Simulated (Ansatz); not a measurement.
Input and output of a one-shot G0W0 calculation on MoS2 (P-6m2) from a database of computed structures (the plane-wave code Ansatz, G0W0@HSE06 with 223 empty bands, a screening cutoff of 140 eV and a 6×6×2 mesh). Cell and atoms come from a relaxation with r2SCAN+rVV10.

Input file:
```yaml
crystal:
  lattice:
    - [3.1710519965, 0.0, 0.0]
    - [-1.5855259982, 2.7462115857, 0.0]
    - [0.0, 0.0, 6.809688909]
  atoms:
    - { symbol: Mo, position: [0.0, 0.0, 0.0] }
    - { symbol: S, position: [0.3333333333, 0.6666666667, 0.2285702679] }
    - { symbol: S, position: [0.3333333333, 0.6666666667, 0.7714297321] }
kpoints:
  mp_grid: { grid: [6, 6, 2] }
hamiltonian:
  xc: hse06
scf:
  occupations: { method: fixed }
gw:
  n_empty_bands: 223
  ecut_chi: 140
  qp_bands: [v2, c2]
  qp_kpoints: band_edges
  screening: { model: contour_deformation }
```

Command: `ansatz run input.yaml --threads 2 --pin off --max-ram 3686MiB --backend cpu --events-out ev --progress --plain --runs-dir out`.

Question: What wall time did it need on 2 threads of Arm Neoverse V2, with other jobs on the host, and how much host memory at the peak?

Answer: About 3.7 min, with a peak of 0.98 GiB.

Main lines of the log:
```
Pseudopotential: Mo, paw, valence charge 14, recommended cutoff 420 eV (normal)
Pseudopotential: S, paw, valence charge 6, recommended cutoff 420 eV (normal)
Functional definition: HSE06
Crystal: 3 atoms, lattice volume = 59.301 Å³
Basis set: ecut = 420 eV, 1175 PW (Γ)
Bands: 17, of which v1, the nominal top of the filled ones, is band 13 counted from 1 (12 counted from 0)
Symmetry: 12 space group operations
Space group: P-6m2 (ITA 187)
k-points: 14 of 72 (time reversal used)
Exchange kernel: α = 0.2500, screened, ω = 0.2079 Å⁻¹, Wigner–Seitz truncation, v(0) = 1032.4676 eV·Å³, q-mesh 6×6×2
hybrid outer 1: dexx = +8.721e-3 eV, tail = 1.28e-5 eV
hybrid outer 2: dexx = +1.897e-7 eV, tail = 9.80e-8 eV, Δε = 1.57e-3 eV
hybrid SCF converged: 2 outer / 9 inner (+5 warm-up)
Free energy (F): -6765.800183 eV
Fermi energy:    8.688845 eV
--- G₀W₀: contour deformation, 7 samples at zero and on the imaginary axis and 2 off it, 72 q-points, 223 empty bands' worth ---
    ik  band        ε_KS         Σx   Σc(E_QP)       V_xc       Z   E_QP_lin       E_QP  E_QP is
     0    12      6.8636   -18.4037     2.1700   -16.1537  0.7610     6.7835     6.7836  root
     0    13      7.8718   -18.3208     0.9225   -17.4454  0.7596     7.9189     7.9189  root
     0    14     11.8471   -13.5300    -4.2614   -17.9386  0.7633    11.9946    11.9942  root
     0    15     11.8471   -13.5300    -4.2614   -17.9386  0.7633    11.9946    11.9942  root
     1    12      6.5722   -20.1608     1.4129   -18.8617  0.7612     6.6858     6.6860  root
     1    13      8.6888   -19.6008     0.6623   -19.0094  0.7600     8.7597     8.7598  root
     1    14     11.7994   -13.4667    -4.2647   -17.8776  0.7638    11.9459    11.9455  root
     1    15     11.7994   -13.4667    -4.2647   -17.8776  0.7638    11.9459    11.9455  root
     2    12      7.3724   -18.6139     1.9176   -16.6258  0.7677     7.3018     7.3019  root
     2    13      7.6846   -18.9651     1.0248   -18.0410  0.7562     7.7852     7.7853  root
     2    14     11.0675   -12.7184    -3.9872   -16.7833  0.7655    11.1453    11.1452  root
     2    15     11.6009   -13.9142    -4.1317   -18.1673  0.7531    11.7224    11.7222  root
     3    12      6.6465   -18.1942     1.9660   -16.1639  0.7641     6.5822     6.5823  root
     3    13      8.1413   -19.6098     0.8907   -18.8195  0.7584     8.2416     8.2418  root
     3    14     11.5343   -13.4142    -4.3768   -17.9388  0.7703    11.6823    11.6820  root
     3    15     11.5880   -13.8474    -4.1976   -18.1595  0.7516    11.7028    11.7026  root
     4    12      6.7063   -19.0367     2.1389   -16.8762  0.7565     6.6847     6.6847  root
     4    13      7.0332   -18.6439     1.2056   -17.5658  0.7532     7.1605     7.1607  root
     4    14     11.0552   -13.4750    -4.1798   -17.7795  0.7596    11.1802    11.1800  root
     4    15     11.1527   -15.0949    -4.2717   -19.5686  0.7530    11.3553    11.3547  root
     5    12      6.6679   -19.5641     1.8145   -17.8242  0.7576     6.7424     6.7425  root
     5    13      7.2467   -18.9193     1.1726   -17.8677  0.7557     7.3676     7.3678  root
     5    14     11.1990   -15.1680    -4.2771   -19.6469  0.7523    11.4015    11.4009  root
     5    15     11.5815   -14.7014    -4.4146   -19.2697  0.7454    11.7356    11.7351  root
     6    12      7.0752   -18.9001     1.7819   -17.1089  0.7657     7.0658     7.0658  root
     6    13      7.3309   -17.9102     1.1882   -16.7582  0.7649     7.3671     7.3671  root
     6    14     11.2142   -16.3222    -4.5784   -21.1478  0.7456    11.4625    11.4615  root
     6    15     11.7037   -15.2429    -4.6762   -20.0704  0.7378    11.8556    11.8551  root
     7    12      7.1251   -18.9742     1.7702   -17.1982  0.7660     7.1193     7.1193  root
     7    13      7.6547   -18.2249     1.1465   -17.1088  0.7681     7.6850     7.6850  root
     7    14     11.2289   -16.3385    -4.5747   -21.1596  0.7455    11.4762    11.4752  root
     7    15     11.8547   -15.8764    -4.7812   -20.8197  0.7315    12.0175    12.0168  root
     8    12      7.2712   -19.6037     1.1410   -18.6274  0.7512     7.4355     7.4359  root
     8    13      7.2884   -19.0101     1.9749   -16.9911  0.7652     7.2443     7.2443  root
     8    14     10.6016   -12.7594    -3.8571   -16.7275  0.7702    10.7128    10.7126  root
     8    15     11.3781   -14.6521    -4.3914   -19.2078  0.7502    11.5428    11.5424  root
  […]
```

The points are ik 0 = (0, 0, 0) (Γ), ik 1 = (0, 0, -1/2), ik 2 = (0, 1/6, 0), ik 3 = (0, 1/6, -1/2), ik 4 = (0, 1/3, 0), ik 5 = (0, 1/3, -1/2), ik 6 = (0, -1/2, 0), ik 7 = (0, -1/2, -1/2), ik 8 = (1/6, 1/6, 0), ik 9 = (1/6, 1/6, -1/2), ik 10 = (1/6, 1/3, 0), ik 11 = (1/6, 1/3, -1/2); band 13 is the last filled one.

G0W0 moves the gap on the mesh from 1.76 eV (HSE06) to 1.95 eV (k = (0, 0, -1/2) to k = (1/6, 1/6, 0)). Renormalisation factors Z lie between 0.73 and 0.77. No extrapolation in bands, cutoff or mesh was made for G0W0.

Calculated for a static, non-magnetic cell.

The runs are scalar-relativistic, without spin-orbit coupling.
